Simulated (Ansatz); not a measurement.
The system is Si.

```
Si
1.0
     4.12095    0.00000    0.00000
    -2.06047    3.56885    0.00000
     0.00000    0.00000    2.65479
Si
2
Direct
  0.33333 0.66667 0.50000
  0.66667 0.33333 0.50000
```

The cell was built by a generator and needn't be a form met in nature.

Base run:

| Property | Result |
| --- | --- |
| Program | Ansatz 0.2.0 |
| Functional | BLYP |
| Potentials or basis | Ansatz PAW |
| Cutoff | 420 eV (not typed: the program's choice for these potentials) |
| k mesh | 8 × 8 × 10 |
| Occupations | fermi-dirac, width 0.05 eV |
| Spin | no spin polarisation |

Its results: band gap on the k mesh none (metal or under the smearing width); pressure 4.1 GPa.

Question: After a change of settings the same cell gave: band gap on the k mesh none (metal or under the smearing width); pressure -1.1 GPa. Which change was it?
A. functional from BLYP to r2SCAN; cutoff from 420 eV (not typed: the program's choice for these potentials) to 500 eV (not typed: the program's choice for these potentials)
B. functional from BLYP to revPBE
C. functional from BLYP to RPBE
D. functional from BLYP to PBEsol

Answer: A.

Caveats: the PAW data sets come from PBE, with cores solved anew for the run's functional, which leaves a small shift of forces and pressure.

Runs at the PBE level aren't shown here.
